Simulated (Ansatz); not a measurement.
Relaxed sheet of SnSe₂:

```yaml
crystal:
  lattice:
    - [3.82468, 0.00000, 0.00000]
    - [-1.91234, 3.31227, 0.00000]
    - [0.00000, 0.00000, 32.37601]
  periodic: [true, true, false]
  atoms:
    - { symbol: Se, position: [0.66667, 0.33333, 0.45056] }
    - { symbol: Sn, position: [0.00000, 0.00000, 0.50000] }
    - { symbol: Se, position: [0.33333, 0.66667, 0.54944] }
```

All numbers below come from Ansatz, DFT PBE+D3(BJ), scalar-relativistic, plane waves, PAW. Cutoff 420 eV; k points 12×12×1 on the computed 3-atom cell (Γ-centred); Gaussian smearing, width 0.02 eV; no spin polarisation. The sheet is isolated along c (Coulomb cut-off).

Atoms relax at each strain; stress is positive in compression. Unstrained: gap 0.78 eV, thickness 3.201 Å.

Problem. How does it respond to strain along y (x held) of -2, +2, +5 %?

Solution.
```tsv
strain (%)	ΔE (meV/cell)	σxx (N/m)	σyy (N/m)	gap	thickness (Å)
-2	10.3	0.31	1.33	0.60 eV	3.226
+2	9.8	-0.29	-1.21	0.72 eV	3.177
+5	57.0	-0.59	-2.72	0.63 eV	3.140
```

Gaps are read on the k points sampled, so a band crossing between them can be missed.